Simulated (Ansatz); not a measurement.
# Pt(111) / 1 layer Re(0001) / Pt(111): resistance against film thickness, part 2 of 2

Aim: what a thin film of another metal adds to the resistance, first Pt(111) / 1 layer Re(0001) / Pt(111).

Ansatz 0.2.0; Ansatz plane-wave DFT, PBE, PAW files; ballistic transport by layer matching (Landauer), zero bias.

So far. Step 4 (With 5 layers, k-mesh 15×15×1, film layers 5): The conductance of the junction is 5.1e14 S/m², 3.7 % under the 5.3e14 S/m² of the last finished run, within the error estimates, leads' steps apart, of 5.6 and 6.5 %.

### 5. With 7 layers, k-mesh 15×15×1, film layers 7

The stack now holds 7 film layers; the k-mesh follows the cell, and the energies span -0.27 to 0.27 eV.

System of this step: Pt(111) / 7 layers Re(0001) / Pt(111). The cell holds 15 atoms: 8 Pt and 7 Re. Cell: a = 2.773 Å, b = 2.773 Å, c = 33.579 Å, α = 90.0°, β = 90.0°, γ = 120.0°. It derives from Pt and Re. Regions: lead, 8 atoms (8 Pt); films, 7 atoms (7 Re). The structure is stacked along c, and the current runs across the ab planes.

input.yaml

```yaml
crystal:
  lattice:
    - [2.7731313745, 0.0, 0.0]
    - [-1.3865656872, 2.4016022183, 0.0]
    - [0.0, 0.0, 33.5792558528]
  atoms:
    - { symbol: Pt, position: [0.0, 0.0, 0.0337150456] }
    - { symbol: Pt, position: [0.3333333333, 0.6666666667, 0.1011451369] }
    - { symbol: Pt, position: [0.6666666667, 0.3333333333, 0.1685752281] }
    - { symbol: Pt, position: [0.0, 0.0, 0.2360053193] }
    - { symbol: Re, position: [0.3333333333, 0.6666666667, 0.3026174557] }
    - { symbol: Re, position: [0.6666666667, 0.3333333333, 0.3684116371] }
    - { symbol: Re, position: [0.3333333333, 0.6666666667, 0.4342058186] }
    - { symbol: Re, position: [0.6666666667, 0.3333333333, 0.5] }
    - { symbol: Re, position: [0.3333333333, 0.6666666667, 0.5657941814] }
    - { symbol: Re, position: [0.6666666667, 0.3333333333, 0.6315883629] }
    - { symbol: Re, position: [0.3333333333, 0.6666666667, 0.6973825443] }
    - { symbol: Pt, position: [0.6666666667, 0.3333333333, 0.7639946807] }
    - { symbol: Pt, position: [0.0, 0.0, 0.8314247719] }
    - { symbol: Pt, position: [0.3333333333, 0.6666666667, 0.8988548631] }
    - { symbol: Pt, position: [0.6666666667, 0.3333333333, 0.9662849544] }
kpoints:
  mp_grid: { grid: [15, 15, 1] }
hamiltonian:
  xc: pbe
scf:
  occupations: { method: fermi_dirac, width: 0.1 }
output:
  transmission:
    leads: [[0, 1]]
    kmesh: [30, 30]
    e_range: [-0.27, 0.27]
    de: 0.036
  write_potential: true
  write_density: true
  volumetric_format: npy
```

On the command line:

```console
$ ansatz run input.yaml --threads 4 --pin off --max-ram 8192MiB --backend cpu --events-out ev --progress --plain --runs-dir out
```

Elapsed: 45 s, on 4 threads of AMD EPYC 9R45, shared host; peak memory 1.4 GiB.

This step gave:

```
free energy                                                                : -176261.1231 eV
energy at zero smearing                                                    : -176260.8368 eV
Fermi energy                                                               : 23.76 eV
step of the lead's potential                                               : 9.2 meV
ballistic conductance of the lead                                          : 2.03e15 S/m²
estimated errors of the lead's conductance                                 : 0, 2.9, 1.6 % (band edges, k-mesh, distance from neutral)
lead conductance per cell                                                  : 1.742 G₀
conductance of the junction                                                : 4.73e14 S/m²
junction conductance per cell                                              : 0.4067 G₀
estimated errors of the junction's conductance                             : 0.2, 0, 7.1, 17.1, 0.1 % (energy step, band edges, k-mesh, leads' steps, distance from neutral)
area resistance that the stack adds (contact term taken off, spin by spin) : 1.620 fΩ m²
```

Per spin. Transmission, zone mean against energy, zero at the Fermi level:

| energy (eV) | transmission, zone mean |
| --- | --- |
| -0.270 | 0.559 |
| -0.234 | 0.523 |
| -0.198 | 0.504 |
| -0.162 | 0.481 |
| -0.126 | 0.479 |
| -0.090 | 0.411 |
| -0.054 | 0.399 |
| -0.018 | 0.410 |
| 0.018 | 0.407 |
| 0.054 | 0.417 |
| 0.090 | 0.393 |
| 0.126 | 0.376 |
| 0.162 | 0.314 |
| 0.198 | 0.315 |
| 0.234 | 0.320 |
| 0.270 | 0.310 |

The conductance of the junction is 4.7e14 S/m², 6.5 % under the 5.1e14 S/m² of the last finished run, within the error estimates, leads' steps apart, of 6.5 and 7.1 %. The estimate from the leads' steps, 17 %, is larger still.

### 6. With 9 layers, k-mesh 15×15×1, film layers 9

The stack now holds 9 film layers; the k-mesh follows the cell, and the energies span -0.27 to 0.27 eV.

System of this step: Pt(111) / 9 layers Re(0001) / Pt(111). The cell holds 17 atoms: 8 Pt and 9 Re. Its edges and angles: a = 2.773 Å, b = 2.773 Å, c = 37.998 Å, α = 90.0°, β = 90.0°, γ = 120.0°. It derives from Pt and Re. Regions: lead, 8 atoms (8 Pt); films, 9 atoms (9 Re). The structure is stacked along c, and the current runs across the ab planes.

input.yaml

```yaml
crystal:
  lattice:
    - [2.7731313745, 0.0, 0.0]
    - [-1.3865656872, 2.4016022183, 0.0]
    - [0.0, 0.0, 37.9978951577]
  atoms:
    - { symbol: Pt, position: [0.0, 0.0, 0.0297944436] }
    - { symbol: Pt, position: [0.3333333333, 0.6666666667, 0.0893833307] }
    - { symbol: Pt, position: [0.6666666667, 0.3333333333, 0.1489722178] }
    - { symbol: Pt, position: [0.0, 0.0, 0.208561105] }
    - { symbol: Re, position: [0.3333333333, 0.6666666667, 0.2674271542] }
    - { symbol: Re, position: [0.6666666667, 0.3333333333, 0.3255703657] }
    - { symbol: Re, position: [0.3333333333, 0.6666666667, 0.3837135771] }
    - { symbol: Re, position: [0.6666666667, 0.3333333333, 0.4418567886] }
    - { symbol: Re, position: [0.3333333333, 0.6666666667, 0.5] }
    - { symbol: Re, position: [0.6666666667, 0.3333333333, 0.5581432114] }
    - { symbol: Re, position: [0.3333333333, 0.6666666667, 0.6162864229] }
    - { symbol: Re, position: [0.6666666667, 0.3333333333, 0.6744296343] }
    - { symbol: Re, position: [0.3333333333, 0.6666666667, 0.7325728458] }
    - { symbol: Pt, position: [0.6666666667, 0.3333333333, 0.791438895] }
    - { symbol: Pt, position: [0.0, 0.0, 0.8510277822] }
    - { symbol: Pt, position: [0.3333333333, 0.6666666667, 0.9106166693] }
    - { symbol: Pt, position: [0.6666666667, 0.3333333333, 0.9702055564] }
kpoints:
  mp_grid: { grid: [15, 15, 1] }
hamiltonian:
  xc: pbe
scf:
  occupations: { method: fermi_dirac, width: 0.1 }
output:
  transmission:
    leads: [[0, 1]]
    kmesh: [30, 30]
    e_range: [-0.27, 0.27]
    de: 0.036
  write_potential: true
  write_density: true
  volumetric_format: npy
```

The job ended after 59 s (4 threads; peak memory 1.6 GiB).

This step gave:

- free energy: -197997.2936 eV
- energy at zero smearing: -197996.9802 eV
- Fermi energy: 23.78 eV
- step of the lead's potential: 8 meV
- estimated errors of the lead's conductance: 0, 2.9, 1.5 % (band edges, k-mesh, distance from neutral)
- conductance of the junction: 5.27e14 S/m²
- junction conductance per cell: 0.4526 G₀
- estimated errors of the junction's conductance: 1.3, 0.4, 7.1, 13.3, 1 % (energy step, band edges, k-mesh, leads' steps, distance from neutral)
- area resistance that the stack adds (contact term taken off, spin by spin): 1.406 fΩ m²

Per spin. Transmission, zone mean against energy, zero at the Fermi level:

| energy (eV) | transmission, zone mean |
| --- | --- |
| -0.270 | 0.535 |
| -0.234 | 0.524 |
| -0.198 | 0.535 |
| -0.162 | 0.523 |
| -0.126 | 0.524 |
| -0.090 | 0.496 |
| -0.054 | 0.474 |
| -0.018 | 0.459 |
| 0.018 | 0.440 |
| 0.054 | 0.449 |
| 0.090 | 0.390 |
| 0.126 | 0.359 |
| 0.162 | 0.363 |
| 0.198 | 0.337 |
| 0.234 | 0.327 |
| 0.270 | 0.301 |

The conductance of the junction is 5.3e14 S/m², 11 % over the 4.7e14 S/m² of the last finished run, no more than the error estimates, leads' steps apart, of 7.1 and 7.1 % together. The estimate from the leads' steps, 13 %, is larger still.

### 7. Cost and result by level

Times are for 4 threads of AMD EPYC 9R45, shared host. The series side by side:

| no. | film layers | area resistance that the stack adds (contact term taken off, spin by spin) (fΩ m²) | conductance of the junction (S/m²) | time | memory (GiB) |
| --- | --- | --- | --- | --- | --- |
| 1 | 1 | 0.8069 | 7.69e14 | 51 s | 0.92 |
| 2 | 3 | 1.410 | 5.25e14 | 32 s | 0.95 |
| 3 | 5 | 1.481 | 5.06e14 | 47 s | 1.1 |
| 4 | 7 | 1.620 | 4.73e14 | 45 s | 1.4 |
| 5 | 9 | 1.406 | 5.27e14 | 59 s | 1.6 |

### 8. Summary of results

| Property | Result |
| --- | --- |
| area resistance, 1 layer | 0.807 fΩ m² |
| area resistance, 3 layers | 1.41 fΩ m² |
| area resistance, 5 layers | 1.48 fΩ m² |
| area resistance, 7 layers | 1.62 fΩ m² |
| area resistance, 9 layers | 1.41 fΩ m² |

**Reading.** The stack adds 0.81 fΩ m² with 1 layer and 1.4 fΩ m² with 9. From 3 layers on no step exceeds the two runs' error estimates together, as expected where only the two interfaces scatter; half the mean, 0.74 fΩ m², is a rough coherent figure for one interface. Atoms sit on ideal sites and aren't relaxed. Spin-orbit coupling is left out, which matters for Pt and Re. The program's estimate of the error from the leads' steps alone runs to 57 %, although the steps are small; only longer leads would test it. Re(0001) is stretched by 0.45 % in plane to fit Pt(111). 1 further run is left out: refused by the program, or repeats without effect or without named leads.

[Logs are printed without paths, hosts, clocks, repeated set-up lines and the standing remarks that a program may print on its own settings, such as how far it seeks lower states.]

[Hosts, paths, dates, database ids (printed as entryN), source tags and the programs' standing remarks are cut or masked in the printed files.]
